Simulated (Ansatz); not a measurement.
Crystal: Si.

```xyz
2
Lattice="0.0000 2.7219 2.7219 2.7219 0.0000 2.7219 2.7219 2.7219 0.0000" Properties=species:S:1:pos:R:3 pbc="T T T"
Si    2.7219    2.7219    2.7219
Si    4.0828    4.0828    4.0828
```

Base run:

- Program: Ansatz 0.2.0
- Functional: PBE
- Potentials or basis: all-electron PAW datasets made for the crystal
- Cutoff: 180 eV
- Density cutoff: 720 eV
- k mesh: 6 × 6 × 6
- Occupations: fermi-dirac, width 0.05 eV
- Spin: no spin polarisation

Its results: band gap on the k mesh 0.72 eV, indirect (least direct gap 2.56 eV); pressure 1.4 GPa.

Problem. The run is repeated on the same cell with these changes: k mesh from 6 × 6 × 6 to 8 × 8 × 8. What comes out?

Solution. Band gap on the k mesh 0.63 eV, indirect (least direct gap 2.56 eV); pressure 1.3 GPa.

A k mesh can miss the band edges.

Not every run made on this cell is shown here.
